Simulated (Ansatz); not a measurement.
# PbSe: the cost of one run

Method: reference: DFT, HSE06, plane waves, PAW, in Ansatz 0.2.0.

6 further runs of the same task are left out: 6 that didn't finish.

### Step 1. The system as given

The structure is cubic, space group Fm-3m (No. 225). Conventional cell: a = 6.177 Å, b = 6.177 Å, c = 6.177 Å, α = 90.00°, β = 90.00°, γ = 90.00°. Pb (site symmetry m-3m) has 6 Se at 3.09 Å as nearest neighbours. Se (site symmetry m-3m) has 6 Pb at 3.09 Å as nearest neighbours.

As a file:

```xyz
2
Lattice="0.0000 3.0887 3.0887 3.0887 0.0000 3.0887 3.0887 3.0887 0.0000" Properties=species:S:1:pos:R:3 pbc="T T T"
Pb    0.0000    0.0000    0.0000
Se    3.0887    3.0887    3.0887
```

### Step 2. Reference

File input.yaml:

```yaml
crystal:
  lattice:
    - [0.0, 3.088702218, 3.088702218]
    - [3.088702218, 0.0, 3.088702218]
    - [3.088702218, 3.088702218, 0.0]
  atoms:
    - { symbol: Pb, position: [0.0, 0.0, 0.0] }
    - { symbol: Se, position: [0.5, 0.5, 0.5] }
kpoints:
  mp_grid: { grid: [4, 4, 4] }
hamiltonian:
  xc: hse06
scf:
  occupations: { method: fixed }
  n_extra_bands: 4
output:
  forces: true
  stress: true
  eigenvalues: true
  write_density: true
  write_potential: true
  elf: true
  volumetric_format: npy
```

Launch:

```sh
> ansatz run input.yaml --threads 4 --pin off --max-ram 3686MiB --backend cpu --events-out ev --progress --plain --runs-dir out
```

Q: Estimate wall time and peak memory on 4 threads of an x86-64 CPU, shared host.

About 20 s, with a peak of 0.87 GiB.
